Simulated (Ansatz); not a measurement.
input.yaml (Ansatz)

```yaml
crystal:
  lattice:
    - [-2.9095311366, 2.5143850843, 1.2772049562]
    - [2.5143850843, -2.9095311366, 1.2772049562]
    - [2.1864380339, 2.1864380339, -2.0009156747]
  atoms:
    - { symbol: Ru, position: [0.9806518694, 0.0193481306, 0.0], spin: 1.0 }
    - { symbol: Ru, position: [0.7693481306, 0.2306518694, 0.5], spin: 1.0 }
hamiltonian:
  xc: pbe
  pseudopotentials:
    kind: paw
    azcp:
      Ru: "pseudopotentials/Ru.paw.azcp"
basis:
  ecutwfc: 420
  fft_grid_basis: typed
kpoints:
  mp_grid: { grid: [19, 19, 13], shift: [0, 0, 0] }
magnetization:
  spin_polarized: true
scf:
  occupations: { method: fermi_dirac, width: 0.05 }
  lower_state_search: "off"
output:
  stress: true
```

Terminal output

```
Engine: ansatz 0.2.0, x86_64-unknown-linux-gnu
Pseudopotentials: kind: paw
Pseudopotential: Ru, paw, valence charge 16, recommended cutoff 420 eV (normal) 
Functional definition: PBE
  parameter kappa = 0.804
  parameter beta = 0.06672455060314922
  exchange = pbe_x(kappa = kappa, mu = beta*pi^2/3)
  correlation = pbe_c(beta = beta)
Crystal: 2 atoms, lattice volume = 26.004 Å³
Basis set: ecut = 420 eV, 501 PW (Γ)
Bands: 21, of which v1, the nominal top of the filled ones, is band 16 counted from 1 (15 counted from 0)
Symmetry: 4 space group operations
Space group: C2/c (ITA 15), of the structure as read, at distance tolerance 3.0e-5 Å
Magnetic group: BNS 15.85 (UNI 92), of the structure as read, at distance tolerance 3.0e-5 Å
k-points: 1240 of 4693
Non-local potential: Ru, projectors of the file, l = 0: 3, l = 1: 2, l = 2: 2, l = 3: 1
PAW form: soft (Blöchl's): semilocal exchange-correlation on the pseudo side does not see the compensation charge
PAW one-centre angular grid: Ru, 590 points (default); XC on 64 Gauss nodes
Initial density: superposition of atomic densities (chi_scale 0.1, normalization cell)
Starting moments: Σ|m| = 2 μB on 2 of 2 sites
Initial wavefunctions: pseudopotential atomic-orbital guess
Functional: x = pbe(κ = 0.804, μ = 0.2195149727645171), c = pbe(β = 0.06672455060314922)
SCF iter   1: F=—  HF=-11756.956924 eV  |F-HF|=—  |Δ(HF+E_count)|=         —  Δρ=1.05e-1 (↑1.05e-1 ↓4.22e-2)  dr2=2.94e0  dr2_m=7.74e-1  M=0.383 μB ∫|m|=0.387 μB  β_m=0.30  ethr=3.10e-3  ⟨swp⟩=5.3  Hψ=218168  notcnv=0
SCF iter   2: F=—  HF=-11756.544516 eV  |F-HF|=—  |Δ(HF+E_count)|=   4.12e-1  Δρ=7.40e-2 (↑7.40e-2 ↓3.24e-2)  dr2=1.34e0  dr2_m=4.34e-1  M=0.295 μB ∫|m|=0.302 μB  β_m=0.30  ethr=3.10e-3  ⟨swp⟩=2.2  Hψ=85827  notcnv=0  defer=618
SCF iter   3: F=—  HF=-11756.163527 eV  |F-HF|=—  |Δ(HF+E_count)|=   3.81e-1  Δρ=3.45e-2 (↑3.03e-2 ↓3.45e-2)  dr2=2.04e-2  dr2_m=2.37e-1  M=0.240 μB ∫|m|=0.247 μB  β_m=0.30  ethr=3.10e-3  ⟨swp⟩=2.4  Hψ=95289  notcnv=0  defer=618
SCF iter   4: F=—  HF=-11756.213683 eV  |F-HF|=—  |Δ(HF+E_count)|=   5.02e-2  Δρ=2.55e-2 (↑2.36e-2 ↓2.55e-2)  dr2=6.33e-3  dr2_m=1.39e-1  M=0.181 μB ∫|m|=0.189 μB  β_m=0.30  ethr=6.38e-5  ⟨swp⟩=2.1  Hψ=98200  notcnv=0  defer=513
SCF iter   5: F=—  HF=-11756.243746 eV  |F-HF|=—  |Δ(HF+E_count)|=   3.01e-2  Δρ=1.85e-2 (↑1.84e-2 ↓1.85e-2)  dr2=3.23e-5  dr2_m=8.15e-2  M=0.137 μB ∫|m|=0.145 μB  β_m=0.30  ethr=1.98e-5  ⟨swp⟩=3.0  Hψ=93327  notcnv=0  defer=513
SCF iter   6: F=—  HF=-11756.256597 eV  |F-HF|=—  |Δ(HF+E_count)|=   1.29e-2  Δρ=1.42e-2 (↑1.41e-2 ↓1.42e-2)  dr2=1.59e-5  dr2_m=4.76e-2  M=0.104 μB ∫|m|=0.112 μB  β_m=0.30  ethr=1.01e-7  ⟨swp⟩=2.3  Hψ=94978  notcnv=0  defer=513
SCF iter   7: F=—  HF=-11756.264131 eV  |F-HF|=—  |Δ(HF+E_count)|=   7.53e-3  Δρ=1.08e-2 (↑1.08e-2 ↓1.08e-2)  dr2=1.41e-6  dr2_m=2.78e-2  M=0.080 μB ∫|m|=0.087 μB  β_m=0.30  ethr=4.98e-8  ⟨swp⟩=2.8  Hψ=110776  notcnv=0  defer=513
Mixer restart at iter 7: flushing history
spin-set hold released at iteration 7 (site moments contracting): the magnetisation degrees of freedom join the quasi-Newton model from the next iteration; the mixer history was flushed
SCF iter   8: F=—  HF=-11756.268523 eV  |F-HF|=—  |Δ(HF+E_count)|=   4.39e-3  Δρ=8.27e-3 (↑8.27e-3 ↓8.26e-3)  dr2=5.64e-7  dr2_m=1.63e-2  M=0.061 μB ∫|m|=0.068 μB  β_m=0.65  ethr=4.41e-9  ⟨swp⟩=3.0  Hψ=111834  notcnv=0  defer=513
SCF iter   9: F=—  HF=-11756.274863 eV  |F-HF|=—  |Δ(HF+E_count)|=   6.34e-3  Δρ=2.93e-4 (↑2.92e-4 ↓2.93e-4)  dr2=1.75e-6  dr2_m=1.97e-5  M=0.001 μB ∫|m|=0.004 μB  β_m=0.82  ethr=1.76e-9  ⟨swp⟩=4.0  Hψ=152232  notcnv=0  defer=513
SCF iter  10: F=—  HF=-11756.274889 eV  |F-HF|=—  |Δ(HF+E_count)|=   2.58e-5  Δρ=1.20e-4 (↑1.20e-4 ↓1.05e-4)  dr2=7.62e-7  dr2_m=2.83e-6  M=0.001 μB ∫|m|=0.002 μB  β_m=0.91  ethr=1.76e-9  ⟨swp⟩=3.1  Hψ=119338  notcnv=0  defer=513
SCF iter  11: F=—  HF=-11756.274894 eV  |F-HF|=—  |Δ(HF+E_count)|=   4.63e-6  Δρ=5.36e-5 (↑4.29e-5 ↓5.36e-5)  dr2=2.32e-6  dr2_m=5.84e-8  M=0.000 μB ∫|m|=0.000 μB  β_m=0.72  ethr=1.76e-9  ⟨swp⟩=2.8  Hψ=110674  notcnv=0  defer=513
iter 12 did not close the SCF: its close was put off for a magnetic moment that had not settled (scf_convergence_deferred on its scf_iter line)
SCF iter  12: F=-11756.274893 eV  HF=-11756.274893 eV  |F-HF|=5.78e-8  |Δ(HF+E_count)|=   7.11e-7  Δρ=7.88e-6 (↑7.88e-6 ↓7.30e-6)  dr2=7.45e-8  dr2_m=5.38e-9  M=-0.000 μB ∫|m|=0.000 μB  β_m=0.62  ethr=3.13e-10  ⟨swp⟩=3.0  Hψ=229967  notcnv=0
iter 13 did not close the SCF: its close was put off for a magnetic moment that had not settled (scf_convergence_deferred on its scf_iter line)
SCF iter  13: F=-11756.274893 eV  HF=-11756.274893 eV  |F-HF|=9.17e-10  |Δ(HF+E_count)|=   1.51e-8  Δρ=3.45e-6 (↑3.45e-6 ↓2.76e-6)  dr2=3.75e-9  dr2_m=1.78e-9  M=-0.000 μB ∫|m|=0.000 μB  β_m=0.62  ethr=2.33e-10  ⟨swp⟩=2.0  Hψ=171512  notcnv=0
iter 14 did not close the SCF: its close was put off for a magnetic moment that had not settled (scf_convergence_deferred on its scf_iter line)
SCF iter  14: F=-11756.274893 eV  HF=-11756.274893 eV  |F-HF|=3.42e-10  |Δ(HF+E_count)|=   1.22e-9  Δρ=1.37e-6 (↑1.25e-6 ↓1.37e-6)  dr2=1.50e-10  dr2_m=3.76e-10  M=-0.000 μB ∫|m|=0.000 μB  β_m=0.67  ethr=1.17e-11  ⟨swp⟩=1.6  Hψ=151141  notcnv=0
SCF iter  15: F=-11756.274893 eV  HF=-11756.274893 eV  |F-HF|=1.82e-11  |Δ(HF+E_count)|=  5.11e-10  Δρ=2.74e-7 (↑2.67e-7 ↓2.74e-7)  dr2=3.37e-12  dr2_m=1.68e-11  M=-0.000 μB ∫|m|=0.000 μB  ethr=1.00e-12  ⟨swp⟩=1.0  Hψ=153174  notcnv=0
WARN: the starting moments were not kept: the SCF closed with an absolute magnetisation of 2.8e-6 μB, where they sum to 2 μB in size (2 sites). That is at most 0.1 of that sum. Measured as dr2_m measures the in/out step, that magnetisation stands 1.5e-12 eV from none, at or under the dr2_threshold of 1.0e-7 eV: it is no larger than a step whose dr2_m would equal this threshold. The system may hold no moment; this SCF shows only that its start led to no more than that. To try another start: raise the starting moments (crystal.atoms[].spin, magnetization.per_species, magnetization.initial_magnetization, or on a non-collinear deck that types none of these the spinor_matrix: blocks that start its atoms; where the total moment is fixed, keep their sum and leave initial_magnetization as it is; typed ones take the place of any that the run laid by itself, positive ones on a crystal's lanthanoids without a Hubbard term where scf.initial_density.shell_occupations: [] is typed) or, if the notice of its spin-set hold's release reads "site moments contracting" or "site moments show no strong build", lengthen the hold (scf.mixing.spin_hold: { on: { confirm: 4 } }; for m-r²SCAN on two components see the key's manual first). Each may lead to a state that holds a moment. A second SCF, from the converged charge density, with the starting moments and any scf.initial_density.shell_occupations laid on it anew, would have followed, and was not run: the deck does not ask for one (magnetization.retry_lost_moments is false, the default). To let it run, set magnetization.retry_lost_moments: true and run the deck again, where that key's refused combinations let it; where memory then withholds it, that run's warning says so.
SCF 1 converged in 15 iterations: F = -11756.274893 eV  dr2 = 3.37e-12
SCF converged after 15 iterations
Magnetization: -0.0000 μB (16.0000 up, 16.0000 down)
Absolute magnetization: 0.0000 μB (∫|ρ↑−ρ↓|, with the PAW one-centre terms)
Spin contamination: 0.0000 ħ² per cell (⟨S²⟩ above its minimum at these occupations)
Per-site moments (μB) at R_I (Å): [(-1.1958659757177592e-7, 1.0117978960463558), (-1.1958659742577712e-7, 1.0117978960463558)]
Free energy (F): -11756.274893 eV
Harris-Foulkes:  -11756.274893 eV  (|F-HF|=1.82e-11)
Internal energy: -11756.264896 eV  (E = F + TS)
E sigma→0 (E₀):  -11756.269895 eV
Entropy (-TS):   -0.009997 eV (-4.998 meV/atom)
Fermi energy:    24.828708 eV
--- Per-component energies (eV) ---
  E_band       = -72.063290
  E_kinetic    = 1039.756650
  E_local      = -2583.047082  (includes V_loc(G=0)·N_el)
  E_nonlocal   = 688.588454
  E_hartree    = 855.445482
  E_xc         = -384.378119
  E_vxc        = -482.902880  (∫ρ·V_xc dr)
  E_paw        = -6922.861973  (= ΣΔE_a)
  E_vpaw       = -445.348978  (= ΣTr[D̂ρ^β])
  E_aug_tail   = -0.000335  (compensation charges beyond the density's cutoff)
  E_ewald      = -4449.767972
  E_smearing   = -0.009997  (= −TS)
  E_closure    = 0.000000  (closes the sum)
  Σ components = -11756.274893   (vs F -11756.274893, Δ=0.00e0)
--- Stress (GPa, compression-positive) ---
       50.217771      -0.098958       1.268103
       -0.098958      50.217771       1.268103
        1.268103       1.268103      42.531719
  P = ⅓ Tr σ = 47.6558 GPa (476.558 kbar)
```

Launched by

```sh
ansatz run input.yaml --threads 2 --pin off --max-ram 6144MiB --backend cpu --events-out ev --progress --plain --runs-dir out
```

On 2 threads of Intel(R) Xeon(R) Platinum 8488C (Sapphire Rapids) (shared host) this took about 48 s of wall time and 93 s of CPU time, with 1.2 GiB at the peak.
